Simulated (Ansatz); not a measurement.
HgSe, 2 atoms in the cell. Symmetry: F-43m, No. 216, cubic system. The conventional cell has a = 6.078 Å, b = 6.078 Å, c = 6.078 Å, α = 90.00°, β = 90.00°, γ = 90.00°. Around Hg (site symmetry -43m) lie 4 Se at 2.63 Å. Se (site symmetry -43m) is surrounded by 4 Hg at 2.63 Å. 

| Quantity | Value |
| --- | --- |
| Program | Ansatz 0.2.0 |
| Task | density of states |
| Functional | PBE |
| Potentials or basis | all-electron PAW datasets made for the crystal |
| Cutoff | 240 eV (chosen from the basis error) |
| k mesh | 8 × 8 × 8 |
| Occupations | fermi-dirac, width 0.05 eV |
| Spin | no spin polarisation |

Potentials or basis: all-electron PAW datasets made for the crystal.

The run is started by

```sh
$ ansatz run input.yaml --threads 1 --pin off --max-ram 3072MiB --backend cpu --events-out ev --progress --plain --runs-dir out
```

Hardware: 1 thread of Arm Neoverse V1, on a shared host.

Problem. Estimate the wall time of this run.

Solution. Wall time 9.5 s on 1 thread of Arm Neoverse V1, on a shared host, peak memory 0.52 GiB. Counts: scf iterations 8, plane waves 459, k points 29, bands 13.
